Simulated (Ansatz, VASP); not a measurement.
# One calculation of Ge, two programs

```
Ge
1.0
     0.00000    2.82891    2.82891
     2.82891    0.00000    2.82891
     2.82891    2.82891    0.00000
Ge
2
Cartesian
  4.2434 4.2434 4.2434
  2.8289 2.8289 2.8289
```

Alike in both runs: task relaxation of cell and atoms; functional PBE; k mesh 8 × 8 × 8; occupations fermi-dirac, width 0.05 eV; no spin polarisation.

|  | VASP | Ansatz |
| --- | --- | --- |
| version | VASP 6.6.1 | Ansatz 0.2.0 |
| potentials or method | VASP PAW PBE potentials, release 64 (Ge_d) | Ansatz PAW |
| plane-wave cutoff (eV) | 600 | 420 |
| valence electrons in the cell | 28 | 28 |

Ansatz gave:

- gap on the k mesh at the Fermi level, each at its own relaxed structure (eV): none
- relaxed volume (Å³/atom): 23.91
- relaxed cell length with the largest relative difference (Å): 4.074
- energy change over the relaxation (meV/atom): -14

Question: What did VASP give for the same quantities?

Answer: gap on the k mesh at the Fermi level, each at its own relaxed structure (eV): none; relaxed volume (Å³/atom): 23.85; relaxed cell length with the largest relative difference (Å): 4.071; energy change over the relaxation (meV/atom): -14.

A gap of «none» marks a metal or a gap that the smearing closes.

Caveats: this crystal is a semiconductor, whose small gap the functional closes, so the metal is an error of the method; the plane-wave basis is chosen anew once the cell has moved, so the energies of steps on either side of that aren't comparable (Ansatz). Zero-point motion and thermal expansion aren't in these numbers.
